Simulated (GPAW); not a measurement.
**KF (Fm-3m): birefringence under uniaxial strain**

Cubic KF (Fm-3m) is strained along the cube axis z = [001] with x and y held fixed, and the static electronic response is computed along x and z.

Cell: a, b, c = 3.779, 3.779, 3.779 Å (primitive vectors), 2 atoms.

Method: GPAW 26.7.0, PBE, RPA, k-mesh 11×11×11, local fields up to 50 eV, Lorentzian half width 0.15 eV.

Launch of the response step: `OMP_NUM_THREADS=1 python df.py`. The series took 6.3 min in all, its band step included, on 1 thread of Arm Neoverse V1, on a shared host.

| strain along z (%) | ε∞ along x | ε∞ along z | ε_z − ε_x |
| --- | --- | --- | --- |
| -2.0 | 1.9127 | 1.9208 | +0.0081 |
| -1.0 | 1.9077 | 1.9116 | +0.0039 |
| +0.0 | 1.9027 | 1.9027 | +0.0000 |
| +1.0 | ? | ? | ? |
| +2.0 | 1.8928 | 1.8854 | -0.0074 |
| +3.0 | 1.8892 | 1.8781 | -0.0111 |

To first order the splitting is linear in the strain, ε_z − ε_x = −ε² (p₁₁ − p₁₂) · strain.

Working, on the rows shown:

| x = strain | y = ε_z − ε_x |
| --- | --- |
| -0.02 | 0.0081 |
| -0.01 | 0.0039 |
| 0 | 0 |
| 0.02 | -0.0074 |
| 0.03 | -0.0111 |

Means: x̄ = 0.004, ȳ = -0.0013. Σ(x − x̄)(y − ȳ) = -0.000656, Σ(x − x̄)² = 0.00172. Slope = -0.000656 / 0.00172 = -0.3814; intercept = ȳ − slope · x̄ = 0.00022558. The line misses the rows shown by at most 0.00025.

Task: What does the fit predict for the withheld row, and how well does it do?

Result: At x = 0.01 the line gives y = -0.0035884. The run gave -0.0039, so the interpolation is off by 0.00031, 1.6 % of the range in the table.

Between the rows on either side of x = 0 the slope is (-0.0039 − 0.0039) / (0.01 − (-0.01)) = -0.39. So p₁₁ − p₁₂ = +0.39 / 1.90² = +0.108, and 1 % of strain gives n_z − n_x = -0.0014. These are long-wavelength values at fixed fractional positions; over small gaps they hang strongly on the gap. Excitons are left out; PBE gaps are as a rule too small. The values come from a sum over the points of one k-mesh and carry its error, which grows as the direct gap shrinks. This version of GPAW has incomplete matrix elements in the optical limit, which can lower ε − 1 by up to a tenth where first-row anions or d states rule.
